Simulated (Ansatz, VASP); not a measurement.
C in VASP and in Ansatz

File INCAR:

```
SYSTEM = C
  PREC = Accurate
  ENCUT = 520
  EDIFF = 1E-6
  ISMEAR = 0
  SIGMA = 0.05
  LREAL = .False.
  LASPH = .True.
  NELM = 60
  ALGO = Normal
  ISIF = 2
  LWAVE = .False.
  LCHARG = .True.
  GGA = PS
  LELF = .True.
  LVHAR = .True.
  NBANDS = 11
```

File KPOINTS:

```
Automatic mesh
0
Gamma
  12 12 12
  0 0 0
```

Contents of POSCAR:

```
C
1.0
    0.0000000000      1.6407280000      1.7120640000
    1.6407280000      0.0000000000      1.7120640000
    1.6407280000      1.6407280000      0.0000000000
C
2
Direct
    0.5000000000      0.5000000000      0.5000000000
    0.7500000000      0.7500000000      0.7500000000
```

Input for Ansatz:

```yaml
crystal:
  lattice:
    - [0.0, 1.640728, 1.712064]
    - [1.640728, 0.0, 1.712064]
    - [1.640728, 1.640728, 0.0]
  atoms:
    - { symbol: C, position: [0.5, 0.5, 0.5] }
    - { symbol: C, position: [0.75, 0.75, 0.75] }
basis:
  ecutwfc: 420
kpoints:
  mp_grid: { grid: [12, 12, 12] }
hamiltonian:
  xc: pbesol
scf:
  occupations: { method: gaussian, width: 0.05 }
output:
  forces: true
  stress: true
  eigenvalues: true
```

Change from the starting cell: strain -0.080 along x and y, -0.040 along z, atoms carried along.

Alike in both runs: task single point; functional PBEsol; k mesh 12 × 12 × 12; occupations gaussian, width 0.05 eV; no spin polarisation.

|  | VASP | Ansatz |
| --- | --- | --- |
| version | VASP 6.6.1 | Ansatz 0.2.0 |
| potentials or method | VASP PAW PBE potentials, release 64 (C) | scalar-relativistic, plane waves, PAW |
| plane-wave cutoff (eV) | 520 | 420 |
| valence electrons in the cell | 8 | 8 |

|  | VASP | Ansatz | Ansatz less VASP |
| --- | --- | --- | --- |
| gap on the k mesh at the Fermi level (eV) | 3.91 | 3.92 | +0.014 |
| least direct gap on the mesh (eV) | 5.69 | 5.69 | +0.007 |
| pressure (GPa) | 128.2 | 126.0 | -2.15 |
| largest component of the traceless stress (GPa) | 33.44 | 33.50 | +0.060 |

With one functional, cell and mesh, what is left measures potentials, basis and numerics.

Caveats: the cell as given lies far from equilibrium; so large a pressure means that the cell lies far from this level's equilibrium, or that cutoff or potentials fall short (VASP); the potentials were made for another functional, which shifts forces and pressure (VASP).
